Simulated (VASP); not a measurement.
## VASP 6.6.1, r²SCAN relaxation of cell and atoms, Si (diamond)

INCAR

```
NSW = 40
NELM = 120
LCHARG = .FALSE.
IBRION = 2
EDIFFG = -5E-3
ALGO = Normal
LREAL = .FALSE.
PREC = Accurate
EDIFF = 1E-7
SIGMA = 0.02
LWAVE = .FALSE.
METAGGA = R2SCAN
ENCUT = 600
NBANDS = 11
LASPH = .TRUE.
ISIF = 3
ISMEAR = -1
```

KPOINTS

```
KPOINTS created by Atomic Simulation Environment
0
Gamma
8 8 8
0 0 0
```

POSCAR

```
Si
 1.0000000000000000
     0.0000000000000000    2.7351466448759321    2.7351466448759321
     2.7351466448759316    0.0000000000000000    2.7351466448759321
     2.7351466448759316    2.7351466448759321    0.0000000000000000
 Si
   2
Cartesian
 -0.0000000000000000  0.0000000000000000 -0.0000000000000000
  1.3675733224379658  1.3675733224379660  1.3675733224379660
```

VASP ran with the recommended PBE PAW datasets (8 valence electrons in the cell).

Command

```
mpirun -np 1 vasp_std
```

OSZICAR

```
N       E                     dE             d eps       ncg     rms          rms(c)
DAV:   1     0.131743162166E+01    0.13174E+01   -0.35876E+03   638   0.650E+02
DAV:   2    -0.180483980523E+02   -0.19366E+02   -0.18314E+02   802   0.930E+01
DAV:   3    -0.187065672769E+02   -0.65817E+00   -0.65591E+00   813   0.141E+01
DAV:   4    -0.187118208510E+02   -0.52536E-02   -0.52527E-02   748   0.158E+00
DAV:   5    -0.187118726390E+02   -0.51788E-04   -0.51787E-04   817   0.153E-01    0.589E+00
DAV:   6    -0.175449287921E+02    0.11669E+01   -0.12898E-01   712   0.213E+00    0.403E+00
DAV:   7    -0.175442193552E+02    0.70944E-03   -0.14097E-01   692   0.184E+00    0.298E-01
DAV:   8    -0.175433743731E+02    0.84498E-03   -0.56329E-03   713   0.417E-01    0.397E-01
DAV:   9    -0.175434919055E+02   -0.11753E-03   -0.33791E-04   766   0.146E-01    0.501E-02
DAV:  10    -0.175435082927E+02   -0.16387E-04   -0.80781E-06   741   0.219E-02    0.150E-02
DAV:  11    -0.175435112415E+02   -0.29488E-05   -0.14732E-06   763   0.819E-03    0.322E-03
DAV:  12    -0.175435113182E+02   -0.76662E-07   -0.74879E-08   493   0.172E-03
   1 F= -.17543511E+02 E0= -.17543511E+02  d E =-.175435E+02
       N       E                     dE             d eps       ncg     rms          rms(c)
DAV:   1    -0.175467005348E+02   -0.31893E-02   -0.16110E-01   695   0.181E+00    0.420E-01
DAV:   2    -0.175459424193E+02    0.75812E-03   -0.53432E-03   720   0.418E-01    0.293E-01
DAV:   3    -0.175449492192E+02    0.99320E-03   -0.21052E-03   674   0.214E-01    0.950E-02
DAV:   4    -0.175449643647E+02   -0.15145E-04   -0.51687E-05   755   0.497E-02    0.797E-02
DAV:   5    -0.175449801111E+02   -0.15746E-04   -0.81413E-06   677   0.186E-02    0.532E-03
DAV:   6    -0.175449801591E+02   -0.48001E-07   -0.24969E-07   753   0.353E-03
   2 F= -.17544980E+02 E0= -.17544980E+02  d E =-.146884E-02
       N       E                     dE             d eps       ncg     rms          rms(c)
DAV:   1    -0.175472181469E+02   -0.22380E-02   -0.29080E-02   686   0.763E-01    0.178E-01
DAV:   2    -0.175470853832E+02    0.13276E-03   -0.99732E-04   720   0.178E-01    0.124E-01
DAV:   3    -0.175469033658E+02    0.18202E-03   -0.37008E-04   674   0.900E-02    0.384E-02
DAV:   4    -0.175469031652E+02    0.20066E-06   -0.94077E-06   767   0.210E-02    0.330E-02
DAV:   5    -0.175468977157E+02    0.54494E-05   -0.15959E-06   671   0.811E-03    0.292E-03
DAV:   6    -0.175468978082E+02   -0.92457E-07   -0.45107E-08   396   0.160E-03
   3 F= -.17546898E+02 E0= -.17546898E+02  d E =-.338649E-02
```

From OUTCAR

```
k-points           NKPTS =     29   k-points in BZ     NKDIM =     29   number of bands    NBANDS=     11

   NELECT =       8.0000    total number of electrons

   dimension x,y,z NGX =    32 NGY =   32 NGZ =   32
   dimension x,y,z NGXF=    64 NGYF=   64 NGZF=   64

  energy-cutoff  :      600.00
  volume of cell :       40.24
      direct lattice vectors                 reciprocal lattice vectors
    -0.000000000  2.719934611  2.719934611    -0.183827949  0.183827949  0.183827949
     2.719934611 -0.000000000  2.719934611     0.183827949 -0.183827949  0.183827949
     2.719934611  2.719934611  0.000000000     0.183827949  0.183827949 -0.183827949

 k-points in reciprocal lattice and weights: KPOINTS created by Atomic Simulation Env
   0.00000000  0.00000000  0.00000000       0.002
   0.12500000  0.00000000  0.00000000       0.016
   0.25000000  0.00000000  0.00000000       0.016
   0.37500000  0.00000000  0.00000000       0.016
   0.50000000  0.00000000  0.00000000       0.008
   0.12500000  0.12500000  0.00000000       0.012
   0.25000000  0.12500000  0.00000000       0.047
   0.37500000  0.12500000  0.00000000       0.047
   ...

 E-fermi :   6.0953

 k-point     1 :       0.0000    0.0000    0.0000
  band No.  band energies     occupation
      1      -6.8028      2.00000
      2       5.6874      2.00000
      3       5.6874      2.00000
      4       5.6874      2.00000
      5       8.4433      0.00000
      6       8.4433      0.00000
      7       8.4433      0.00000
      8       9.6144      0.00000
      9      13.8110      0.00000
     10      13.8110      0.00000
     11      14.3667      0.00000

 k-point     2 :       0.1250    0.0000    0.0000
  band No.  band energies     occupation
      1      -6.5889      2.00000
      2       4.0534      2.00000
      3       5.3838      2.00000
      4       5.3838      2.00000
      5       8.4763      0.00000
      6       8.8908      0.00000
      7       8.8908      0.00000
      8      10.9222      0.00000
      9      13.3346      0.00000
     10      13.3346      0.00000
     11      15.1556      0.00000

 k-point     3 :       0.2500    0.0000    0.0000
  band No.  band energies     occupation
      1      -5.9648      2.00000
      2       1.6264      2.00000
      3       4.8859      2.00000
      4       4.8859      2.00000
      5       8.0391      0.00000
      6       9.4423      0.00000
      7       9.4423      0.00000
      8      13.2022      0.00000
      9      13.3128      0.00000
     10      13.3128      0.00000
     11      15.3748      0.00000

 k-point     4 :       0.3750    0.0000    0.0000
  band No.  band energies     occupation
      1      -5.0293      2.00000
      2      -0.4872      2.00000
      3       4.5383      2.00000
      4       4.5383      2.00000
      5       7.6810      0.00000
      6       9.3915      0.00000
      7       9.3915      0.00000
      8      14.1760      0.00000
      9      14.7836      0.00000
     10      14.7836      0.00000
     11      16.1159      0.00000

 k-point     5 :       0.5000    0.0000    0.0000
  band No.  band energies     occupation
      1      -4.3633      2.00000
      2      -1.5558      2.00000
      3       4.4191      2.00000
      4       4.4191      2.00000
      5       7.5533      0.00000
      6       9.2772      0.00000
      7       9.2772      0.00000
      8      14.0182      0.00000
      9      16.8365      0.00000
     10      16.8365      0.00000
     11      17.7465      0.00000

 k-point     6 :       0.1250    0.1250    0.0000
  band No.  band energies     occupation
      1      -6.5168      2.00000
      2       4.3482      2.00000
      3       4.8430      2.00000
      4       4.8430      2.00000
      5       7.9041      0.00000
      6       9.6464      0.00000
      7       9.6464      0.00000
      8      10.5930      0.00000
      9      12.6362      0.00000
     10      14.1314      0.00000
     11      15.4632      0.00000

 k-point     7 :       0.2500    0.1250    0.0000
  band No.  band energies     occupation
      1      -6.0255      2.00000
      2       2.3646      2.00000
      3       4.3034      2.00000
      4       4.4079      2.00000
      5       8.0631      0.00000
      6       9.7362      0.00000
      7      10.4576      0.00000
      8      10.8044      0.00000
      9      13.7809      0.00000
     10      14.3325      0.00000
     11      16.4464      0.00000

 k-point     8 :       0.3750    0.1250    0.0000
  band No.  band energies     occupation
      1      -5.1719      2.00000
      2       0.2059      2.00000
      3       3.7955      2.00000
      4       4.0183      2.00000
      5       8.2035      0.00000
      6       9.6515      0.00000
      7      10.4568      0.00000
      8      11.5604      0.00000
      9      15.5490      0.00000
     10      15.6850      0.00000
     11      16.3761      0.00000

 k-point     9 :       0.5000    0.1250    0.0000
  band No.  band energies     occupation
      1      -4.2713      2.00000
      2      -1.3256      2.00000
      3       3.3289      2.00000
      4       4.0408      2.00000
      5       8.1687      0.00000
      6       9.5156      0.00000
      7      10.0764      0.00000
      8      13.5690      0.00000
      9      15.3016      0.00000
     10      16.7815      0.00000
     11      17.9767      0.00000

 k-point    10 :      -0.3750    0.1250   -0.0000
  band No.  band energies     occupation
      1      -4.5267      2.00000
      2      -0.9380      2.00000
      3       3.1377      2.00000
      4       4.3506      2.00000
      5       8.3534      0.00000
      6       9.6194      0.00000
      7       9.8328      0.00000
      8      14.1787      0.00000
      9      14.2769      0.00000
     10      15.5202      0.00000
     11      17.6006      0.00000

 k-point    11 :      -0.2500    0.1250   -0.0000
  band No.  band energies     occupation
      1      -5.4928      2.00000
      2       0.8964      2.00000
      3       3.2936      2.00000
      4       4.8674      2.00000
      5       8.7250      0.00000
      6       9.6270      0.00000
      7       9.8494      0.00000
      8      12.4817      0.00000
      9      12.5636      0.00000
     10      16.2403      0.00000
     11      16.4168      0.00000

 k-point    12 :      -0.1250    0.1250    0.0000
  band No.  band energies     occupation
      1      -6.2365      2.00000
      2       2.9288      2.00000
      3       3.9990      2.00000
      4       5.3747      2.00000
      5       9.0382      0.00000
      6       9.0404      0.00000
      7       9.3296      0.00000
      8      11.7221      0.00000
      9      12.4173      0.00000
     10      14.2350      0.00000
     11      16.1911      0.00000

 k-point    13 :       0.2500    0.2500    0.0000
  band No.  band energies     occupation
      1      -5.6685      2.00000
      2       2.0712      2.00000
      3       3.7033      2.00000
      4       3.7033      2.00000
      5       7.0247      0.00000
      6       9.1417      0.00000
      7      11.8283      0.00000
      8      11.8283      0.00000
      9      14.4174      0.00000
     10      15.0910      0.00000
     11      17.9127      0.00000

 k-point    14 :       0.3750    0.2500    0.0000
  band No.  band energies     occupation
      1      -4.9241      2.00000
      2       0.5702      2.00000
      3       2.9098      2.00000
      4       3.3672      2.00000
      5       7.2589      0.00000
      6       8.8837      0.00000
      7      12.1263      0.00000
      8      12.3684      0.00000
      9      16.2221      0.00000
     10      16.6247      0.00000
     11      18.1152      0.00000

 k-point    15 :       0.5000    0.2500    0.0000
  band No.  band energies     occupation
      1      -3.9543      2.00000
      2      -0.9457      2.00000
      3       2.0229      2.00000
      4       3.3686      2.00000
      5       7.4501      0.00000
      6      10.4891      0.00000
      7      11.8890      0.00000
      8      11.9965      0.00000
      9      16.5886      0.00000
     10      16.8531      0.00000
     11      18.5620      0.00000

 k-point    16 :      -0.3750    0.2500    0.0000
  band No.  band energies     occupation
      1      -3.7414      2.00000
      2      -1.2164      2.00000
      3       1.5471      2.00000
      4       3.7016      2.00000
      5       7.7909      0.00000
      6      11.5353      0.00000
      7      11.5768      0.00000
      8      13.1422      0.00000
      9      14.1553      0.00000
     10      14.2972      0.00000
     11      19.0375      0.00000

 ...

  Total        0.0007791      0.0007791      0.0007791     -0.0000000      0.0000000      0.0000000
  in kB        0.0310156      0.0310156      0.0310156     -0.0000000      0.0000000      0.0000000
  external PRESSURE =       0.0310156 kB  Pullay stress =       0.0000000 kB

 POSITION                                       TOTAL-FORCE (eV/Angst)
 -----------------------------------------------------------------------------------
      0.00000     -0.00000      0.00000         0.000000     -0.000000     -0.000000
      1.35997      1.35997      1.35997        -0.000000      0.000000      0.000000
 -----------------------------------------------------------------------------------
    total drift:                               -0.000000      0.000000      0.000000

  FREE ENERGIE OF THE ION-ELECTRON SYSTEM (eV)
  ---------------------------------------------------
  free  energy   TOTEN  =       -17.5468978082 eV

  energy  without entropy=      -17.5468978082  energy(sigma->0) =      -17.54689781
```

```
ionic step  ΔE (meV/atom)  volume (Å³)  largest force (eV/Å)  pressure (GPa)  electronic steps
         1            0.0        40.92                 0.000           -1.57                12
         2           -0.7        39.75                 0.000            1.25                 6
         3           -1.7        40.24                 0.000            0.00                 6
```

CONTCAR

```
Si
   1.00000000000000
    -0.0000000000000000    2.7199346112985392    2.7199346112985392
     2.7199346112985388   -0.0000000000000000    2.7199346112985392
     2.7199346112985388    2.7199346112985392    0.0000000000000000
  Si
     2
Direct
     0.0000000000000000    0.0000000000000000    0.0000000000000000
     0.2500000000000000    0.2500000000000000    0.2500000000000000

  0.00000000E+00  0.00000000E+00  0.00000000E+00
  0.00000000E+00  0.00000000E+00  0.00000000E+00
```

The relaxed cell vector lengths is 3.847, 3.847, 3.847 Å. The relaxed cell volume is 40.24 Å³.

The run took about 37 s on one core of a shared host (Intel Xeon 6975P-C) and held 0.18 GiB at most.
